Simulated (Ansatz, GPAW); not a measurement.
# Ta: 3 runs at one level of theory

```
CELL_PARAMETERS angstrom
0.00000 2.11000 2.11000
2.11000 0.00000 2.11000
2.11000 2.11000 0.00000
ATOMIC_POSITIONS crystal
Ta 0.00000 0.00000 0.00000
```

This isn't the form of Ta at room conditions, which is bcc.

Alike in all runs: task single point; functional PBEsol; k mesh 11 × 11 × 11; occupations gaussian, width 0.05 eV; no spin polarisation; no spin-orbit coupling. Pressure is positive in compression and, in plane waves, holds the error of the finite cutoff, which Ansatz's Pulay term estimates and takes out.

```tsv
program and potentials	plane-wave cutoff (eV)	notes	pressure (GPa)
Ansatz, Ansatz PAW	420	potentials made for PBE, which Ansatz adapts in part	?
Ansatz, all-electron LAPW, scalar-relativistic	-	-	-5.63
GPAW, PAW data sets generated for this functional	600	-	-5.47
```

Task: Estimate from the other rows what the run with Ansatz, Ansatz PAW gave.

Result: Pressure -5.64 GPa. Its pressure holds a Pulay term of +0.06 GPa. The other rows, which needn't bracket it: pressure -5.63 to -5.47.
